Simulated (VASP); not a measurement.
# ZnO (zincite) (P6_3mc) in VASP: notebook, part 2 of 2

VASP 6.6.1.

## (3) Dielectric tensor, LDA

INCAR

```
PREC = Accurate
ENCUT = 600
EDIFF = 1E-8
ISMEAR = 0
SIGMA = 0.03
LREAL = False
LASPH = True
NELM = 80
ALGO = Normal
ISIF = 2
LWAVE = False
LCHARG = False
LEPSILON = True
```

KPOINTS

```
regular mesh
0
Gamma
  9 9 5
```

POSCAR

```
ZnO                                     
1.0
    3.1939454854      0.0000000000      0.0000000000
   -1.5969727427      2.7660379287      0.0000000000
    0.0000000000     -0.0000000000      5.1644571060
  Zn              O             
     2     2
Direct
     0.3333333332999970    0.6666666667000030    0.5003271184878879
     0.6666666667000030    0.3333333332999970    0.0003271184878879
     0.6666666667000030    0.3333333332999970    0.3786828815121131
     0.3333333332999970    0.6666666667000030    0.8786828815121130
```

Potentials or basis: VASP PAW LDA potentials, release 64 (Zn, O).

Launch:

```sh
cat potpaw_LDA.64/Zn/POTCAR potpaw_LDA.64/O/POTCAR > POTCAR
mpirun -np 1 vasp_std > vasp.out
```

OUTCAR:

```text
PREC = Accurate
   ENCUT = 600
   EDIFF = 1E-8
   ISMEAR = 0
   LREAL = False
   LASPH = True
   NELM = 80
   ISIF = 2
   LEPSILON = True

 ion  position               nearest neighbor table
   1  0.333  0.667  0.500-   3 1.95   3 1.95   3 1.95   4 1.95
   2  0.667  0.333  0.000-   4 1.95   4 1.95   4 1.95   3 1.95
   3  0.667  0.333  0.379-   1 1.95   1 1.95   1 1.95   2 1.95
   4  0.333  0.667  0.879-   2 1.95   2 1.95   2 1.95   1 1.95

  LATTYP: Found a hexagonal cell.
 ALAT       =     3.1939454854
 C/A-ratio  =     1.6169521771

  Lattice vectors:

 A1 = (   3.1939454854,   0.0000000000,   0.0000000000)
 A2 = (  -1.5969727427,   2.7660379287,   0.0000000000)
 A3 = (   0.0000000000,   0.0000000000,   5.1644571060)

Analysis of symmetry for initial positions (statically):
[... 863 lines left out ...]
           0.000000     5.831740     0.000000
           0.000000    -0.000000     5.661091
 ------------------------------------------------------

 PIEZOELECTRIC TENSOR (including local field effects)  for field in x, y, z        (e  Angst)
          XX          YY          ZZ          XY          YZ          ZX
  --------------------------------------------------------------------------------
  x     0.00000     0.00000     0.00000    -0.00000     0.00000     1.16834
  y     0.00000    -0.00000     0.00000     0.00000     1.16834     0.00000
  z     1.08117     1.08117    -2.20195     0.00000     0.00000     0.00000

 PIEZOELECTRIC TENSOR (including local field effects)  for field in x, y, z        (C/m^2)
          XX          YY          ZZ          XY          YZ          ZX
  --------------------------------------------------------------------------------
  x     0.00000     0.00000     0.00000    -0.00000     0.00000     0.41027
  y     0.00000    -0.00000     0.00000     0.00000     0.41027     0.00000
  z     0.37966     0.37966    -0.77323     0.00000     0.00000     0.00000

 BORN EFFECTIVE CHARGES (including local field effects) (in |e|, cummulative output)
 ---------------------------------------------------------------------------------
 ion    1
    1     2.09976    -0.00000     0.00000
    2    -0.00000     2.09976     0.00000
    3     0.00000     0.00000     2.15189
 ion    2
    1     2.09976     0.00000     0.00000
    2     0.00000     2.09976     0.00000
    3     0.00000     0.00000     2.15189
 ion    3
    1    -2.09976     0.00000     0.00000
    2     0.00000    -2.09976    -0.00000
    3     0.00000    -0.00000    -2.15189
 ion    4
    1    -2.09976     0.00000     0.00000
    2    -0.00000    -2.09976     0.00000
    3     0.00000     0.00000    -2.15189
```

OSZICAR:

```text
N       E                     dE             d eps       ncg     rms          rms(c)
DAV:   1     0.300253459789E+03    0.30025E+03   -0.20671E+04  1592   0.266E+03
DAV:   2     0.717429070774E+01   -0.29308E+03   -0.28247E+03  1698   0.474E+02
DAV:   3    -0.236163576705E+02   -0.30791E+02   -0.30576E+02  1854   0.162E+02
[... 12 lines left out ...]
RMM:   6    -0.607851964895E+00   -0.55606E-03   -0.29068E-05  2621   0.364E-02    0.624E-03
RMM:   7    -0.607947578282E+00   -0.95613E-04   -0.15380E-06  2612   0.723E-03    0.151E-03
RMM:   8    -0.607964817725E+00   -0.17239E-04   -0.21098E-07  2698   0.197E-03    0.277E-04
RMM:   9    -0.607963809681E+00    0.10080E-05   -0.10794E-07  2591   0.505E-04    0.121E-04
RMM:  10    -0.607964337355E+00   -0.52767E-06   -0.31741E-08  2130   0.172E-04    0.119E-05
RMM:  11    -0.607964449648E+00   -0.11229E-06    0.14302E-08   923   0.461E-05    0.629E-06
```

It took 6 min on 1 thread of AMD EPYC 9R14 (Zen 4), shared host; peak memory 0.41 GiB.

What came out:

```
Band gap on the k mesh                  : 0.80 eV, direct
Electronic dielectric tensor (diagonal) : 5.83, 5.83, 5.66
Born charges (mean of the diagonal)     : Zn +2.12; O -2.12 e
```

Electronic dielectric tensor:
```
5.83 0.00 0.00
0.00 5.83 0.00
0.00 0.00 5.66
```

Born effective charge tensors (e):
atom 1, Zn
```
2.10 0.00 0.00
0.00 2.10 0.00
0.00 0.00 2.15
```
atom 2, Zn
```
2.10 0.00 0.00
0.00 2.10 0.00
0.00 0.00 2.15
```
atom 3, O
```
-2.10  0.00  0.00
 0.00 -2.10  0.00
 0.00  0.00 -2.15
```
atom 4, O
```
-2.10  0.00  0.00
 0.00 -2.10  0.00
 0.00  0.00 -2.15
```

## (4) Band structure, PBE

This run uses another cell than the first one, of 11.85 Å³/atom, 1.039 times its volume.

INCAR

```
SYSTEM = ZnO
PREC = Accurate
ENCUT = 520
EDIFF = 1E-6
ISMEAR = 0
SIGMA = 0.03
LREAL = .FALSE.
LASPH = .TRUE.
NELM = 80
ALGO = Normal
ISIF = 2
LWAVE = .FALSE.
LCHARG = .FALSE.
GGA = PE
NBANDS = 26
KPAR = 4
```

KPOINTS

```
Automatic mesh
0
G
  6 6 3
  0 0 0
```

POSCAR

```
ZnO                                     
1.0
    3.2367608094     -0.0000000000      0.0000000000
   -1.6183804048      2.8031170869      0.0000000000
    0.0000000000      0.0000000000      5.2238626476
  Zn              O             
     2     2
Direct
     0.3333333332999970    0.6666666667000030    0.4999835657714266
     0.6666666667000030    0.3333333332999970    0.9999835657714266
     0.6666666667000030    0.3333333332999970    0.3790264342285744
     0.3333333332999970    0.6666666667000030    0.8790264342285744
```

KPOINTS_OPT

```
explicit points
6
Reciprocal
 0.0000000000  0.0000000000  0.0000000000 1
 0.0000000000  0.0000000000  0.5000000000 1
 0.3333333333  0.3333333333  0.5000000000 1
 0.3333333333  0.3333333333  0.0000000000 1
 0.5000000000  0.0000000000  0.5000000000 1
 0.5000000000  0.0000000000  0.0000000000 1
```

Potentials or basis: VASP PAW PBE potentials, release 64 (Zn, O).

Launch:

```sh
cat potpaw_PBE.64/Zn/POTCAR potpaw_PBE.64/O/POTCAR > POTCAR
mpirun -np 4 vasp_std > vasp.out
```

Run time: 4.4 s. Hardware: 4 MPI ranks of Intel Xeon Platinum 8559C (Emerald Rapids), shared host; peak memory 0.16 GiB.

Results (log left out):

```
Free energy             : -17.8120 eV
Pressure                : 6.7 GPa
Band gap on the k mesh  : 0.78 eV, direct
Band gap along the path : 0.78 eV, direct
```

Levels at points of the mesh, in eV from the valence-band top:
| k point | band 16 | band 17 | band 18 | band 19 | band 20 | band 21 |
| --- | --- | --- | --- | --- | --- | --- |
| (0.00, 0.00, 0.00) | -0.09 | 0.00 | 0.00 | 0.78 | 5.24 | 8.20 |
| (0.50, 0.00, 0.00) | -2.28 | -1.30 | -0.84 | 5.79 | 6.87 | 7.57 |

## (5) The runs side by side

| task | level | potentials or basis | cell | k mesh | cutoff (eV) | by perturbation theory | grid for exact exchange (PRECFOCK) | gap on the mesh (eV) |
| --- | --- | --- | --- | --- | --- | --- | --- | --- |
| phonons | LDA | VASP PAW LDA potentials, release 64 (Zn, O) | P6_3mc, 11.4 Å³/atom | 9 × 9 × 5 | 600 | no | - | - |
| dielectric tensor | LDA | VASP PAW LDA potentials, release 64 (Zn, O) | P6_3mc, 11.41 Å³/atom | 9 × 9 × 5 | 600 | - | - | 0.80 |
| band structure | PBE | VASP PAW PBE potentials, release 64 (Zn, O) | P6_3mc, 11.85 Å³/atom | 6 × 6 × 3 | 520 | - | Fast | 0.78 |

Alike in all rows: no spin polarisation; smearing gaussian 0.03 eV.

Absolute energies hang on the potentials; compare differences alone.

## (6) How close it comes

Step 3. Measured gap of ZnO: 3.37 eV (quoted in “Electronic structure of alkaline earth and post-transition metal oxides”, 2009, arxiv:0908.1581). This calculation gives 0.80 eV (-2.57 eV). So large a miss can be the level of theory's own, or it may mean another phase, state or a wrong row. The value is that of LDA, without temperature or zero-point motion. Semilocal functionals fall short of measured gaps as a rule.

Step 4. Against the measured gap of ZnO, 3.37 eV (quoted in “Electronic structure of alkaline earth and post-transition metal oxides”, 2009, arxiv:0908.1581), the calculated 0.78 eV is off by -2.59 eV. So large a miss can be the level of theory's own, or it may mean another phase, state or a wrong row. The value is that of PBE, without temperature or zero-point motion. Semilocal functionals fall short of measured gaps as a rule.
